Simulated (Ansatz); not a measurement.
The system is HfO2.

```
Hf O
1.0
     5.11800    0.00000    0.00000
     0.00000    5.18570    0.00000
    -0.85866    0.00000    5.21387
Hf O
4 8
Direct
  0.27550 0.46030 0.70800
  0.72450 0.96030 0.79200
  0.72450 0.53970 0.29200
  0.27550 0.03970 0.20800
  0.07420 0.16840 0.84670
  0.92580 0.66840 0.65330
  0.92580 0.83160 0.15330
  0.07420 0.33160 0.34670
  0.44870 0.74190 0.98010
  0.55130 0.24190 0.51990
  0.55130 0.25810 0.01990
  0.44870 0.75810 0.48010
```

Base run:

```yaml
Program: Ansatz 0.2.0
Functional: BLYP
Potentials_or_basis: Ansatz PAW
Cutoff: "420 eV (not typed: the program's choice for these potentials)"
k_mesh: 4 × 4 × 4
Occupations: fermi-dirac, width 0.05 eV
Spin: no spin polarisation
```

Its results: band gap on the k mesh 4.19 eV, indirect (least direct gap 4.28 eV); pressure 12.0 GPa; largest force 0.521 eV/Å.

Task: The run is repeated on the same cell with these changes: functional from BLYP to r2SCAN; cutoff from 420 eV (not typed: the program's choice for these potentials) to 500 eV (not typed: the program's choice for these potentials). What comes out?

Result: Band gap on the k mesh 4.66 eV, indirect (least direct gap 4.75 eV); pressure 0.3 GPa; largest force 0.461 eV/Å.

r2SCAN gives the wider gap, since meta-GGAs in the generalised Kohn-Sham scheme recover part of the derivative discontinuity.

Caveats: spin-orbit coupling is left out, which moves the levels of the heavy elements; the PAW data sets come from PBE, with cores solved anew for the run's functional, which leaves a small shift of forces and pressure.
